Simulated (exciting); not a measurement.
Two BSE runs for the N K edge of BN, space group P6_3mc. Run A: exciting, all-electron LAPW+lo, PBE, exchange and screened direct term (singlet BSE), 6×6×3 shifted k points, 12 conduction bands, |G+q| up to 3 bohr⁻¹, full RPA screening with nempty = 30, Lorentzian half width 0.45 eV. Run B differs in one setting: k mesh, kernel cutoff, basis, band set, screening or width.

Energy from the Kohn–Sham onset, core level to the lowest empty state found on the meshes used; one zero for both, scaled to A's maximum:

| E (eV) | A | B |
| --- | --- | --- |
| -5.5 | 0.02 | 0.04 |
| -5.0 | 0.02 | 0.05 |
| -4.5 | 0.02 | 0.06 |
| -4.0 | 0.02 | 0.07 |
| -3.5 | 0.03 | 0.08 |
| -3.0 | 0.04 | 0.10 |
| -2.5 | 0.05 | 0.12 |
| -2.0 | 0.06 | 0.15 |
| -1.5 | 0.09 | 0.20 |
| -1.0 | 0.15 | 0.27 |
| -0.5 | 0.32 | 0.36 |
| 0.0 | 0.58 | 0.46 |
| 0.5 | 0.78 | 0.55 |
| 1.0 | 0.79 | 0.61 |
| 1.5 | 0.79 | 0.65 |
| 2.0 | 0.83 | 0.67 |
| 2.5 | 0.80 | 0.69 |
| 3.0 | 0.76 | 0.70 |
| 3.5 | 0.94 | 0.71 |
| 4.0 | 0.91 | 0.69 |
| 4.5 | 0.73 | 0.66 |
| 5.0 | 0.64 | 0.62 |
| 5.5 | 0.64 | 0.59 |
| 6.0 | 0.72 | 0.56 |
| 6.5 | 0.58 | 0.51 |
| 7.0 | 0.43 | 0.46 |
| 7.5 | 0.40 | 0.41 |
| 8.0 | 0.37 | 0.38 |
| 8.5 | 0.38 | 0.35 |
| 9.0 | 0.34 | 0.32 |
| 9.5 | 0.29 | 0.28 |
| 10.0 | 0.23 | 0.25 |
| 10.5 | 0.16 | 0.21 |
| 11.0 | 0.13 | 0.19 |
| 11.5 | 0.12 | 0.17 |
| 12.0 | 0.12 | 0.17 |
| 12.5 | 0.16 | 0.17 |
| 13.0 | 0.20 | 0.17 |
| 13.5 | 0.21 | 0.17 |

The database entry behind the starting cell has ideal inner coordinates that were not refined, so it need not match the best structure at ambient conditions.

Q: Which is the likeliest?

The half width (eV) from 0.45 to 1.35. Against run A the r.m.s. difference is 20 %. The highest maximum lies at 3.5 eV (0.71), against 3.7 eV (1.00). Only the width of each line changes; the area stays. A table step wider than the lines misses their tops. Other settings could leave a like mark; this is the change that was made.

[Hosts, paths, dates, database ids (printed as entryN), source tags and the programs' standing remarks are cut or masked in the printed files.]
